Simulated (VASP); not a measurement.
TaN, 2 atoms in the cell. The structure is cubic, space group Fm-3m (No. 225). The conventional cell has a = 4.358 Å, b = 4.358 Å, c = 4.358 Å, α = 90.00°, β = 90.00°, γ = 90.00°. Ta (site symmetry m-3m) is surrounded by 6 N at 2.18 Å. Around N (site symmetry m-3m) lie 6 Ta at 2.18 Å. 

- Program: VASP 6.6.1
- Task: single point
- Functional: PBE
- Potentials or basis: VASP PAW PBE potentials, release 64 (Ta_pv, N)
- Cutoff: 520 eV
- k mesh: 7 × 7 × 7
- Occupations: gaussian, width 0.05 eV
- Spin: collinear spin, ferromagnetic start
- Starting moments: [0.5, 0.0] μB
- Hubbard terms: Ta d U = 7 eV
- Further INCAR settings: ALGO = Normal; EDIFF = 1e-07

Potentials or basis: VASP PAW PBE potentials, release 64 (Ta_pv, N).

Launch:

```console
$ cat potpaw_PBE.64/Ta_pv/POTCAR potpaw_PBE.64/N/POTCAR > POTCAR
$ mpirun -np 1 vasp_std > vasp.out
```

Hardware: 1 thread of Intel(R) Xeon(R) Platinum 8375C CPU @ 2.90GHz (Ice Lake) (shared host).

**Question.** How long does it take, and how much memory?

**Answer.** Run time: 19 s on 1 thread of Intel(R) Xeon(R) Platinum 8375C CPU @ 2.90GHz (Ice Lake), on a shared host, peak memory 0.14 GiB. Counts: scf iterations 16, k points 20.
